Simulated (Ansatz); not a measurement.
Comparing deformations in ScAl$_{3}$

These are results of DFT r2SCAN, scalar-relativistic, plane waves, PAW in Ansatz, not measurements. Cutoff 500 eV, Γ-centred 12×12×12 k-points, Gaussian smearing of 0.15 eV. No spin polarisation. Energies are free energies at this smearing, counted from the undisturbed cell; pressure is positive in compression.

The starting cell (relaxed at this level; it needn't be the usual structure):

```xyz
4
Lattice="4.0855 0.0000 0.0000 0.0000 4.0855 0.0000 0.0000 0.0000 4.0855" Properties=species:S:1:pos:R:3 pbc="T T T"
Sc    0.0000    0.0000    0.0000
Al    2.0428    0.0000    2.0428
Al    0.0000    2.0428    2.0428
Al    2.0428    2.0428    0.0000
```

The cell is strained by ε times a Voigt pattern (xx, yy, zz, yz, xz, xy; engineering shear) with fractional coordinates fixed. τ = (1/V0) dE/dε comes from the stress tensor. Of each scan, only the three points used here are listed.

```csv
pattern,ε,τ (GPa)
"(1, -1, 0, 0, 0, 0)",-0.0100,-3.15
"(1, -1, 0, 0, 0, 0)",0.0000,0.00
"(1, -1, 0, 0, 0, 0)",0.0100,3.15
"(0, 0, 0, 1, 0, 0)",-0.0250,-2.05
"(0, 0, 0, 1, 0, 0)",0.0000,0.00
"(0, 0, 0, 1, 0, 0)",0.0250,2.05
```

Problem. Which constants do the scans give, and which deformation costs least for the same size of strain tensor?

Solution. The slope dτ/dε at zero (parabola through three points) is pᵀCp: (1, -1, 0, 0, 0, 0) gives 2(C11 − C12) = 315 GPa; (0, 0, 0, 1, 0, 0) gives C44 = 82 GPa. The size of the strain tensor, ε:ε, is ε² times 2.0, 0.5. Per unit of it the stiffnesses are 158, 164 GPa, so (1, -1, 0, 0, 0, 0) is the softest of these: at ε:ε = (1 %)² the quadratic term costs 0.84 meV/atom against 0.87 for the stiffest.

Problem. How anisotropic is this cubic crystal?

Solution. Zener's ratio 2 C44/(C11 − C12) = 1.04; it is 1 for an isotropic solid.

In a metal these slopes depend on the k mesh and the smearing.

Cost: 13 runs of about 16 core-minutes in all, on Intel Xeon Processor @ 2.50GHz (Skylake/Cascade Lake) (shared hosts).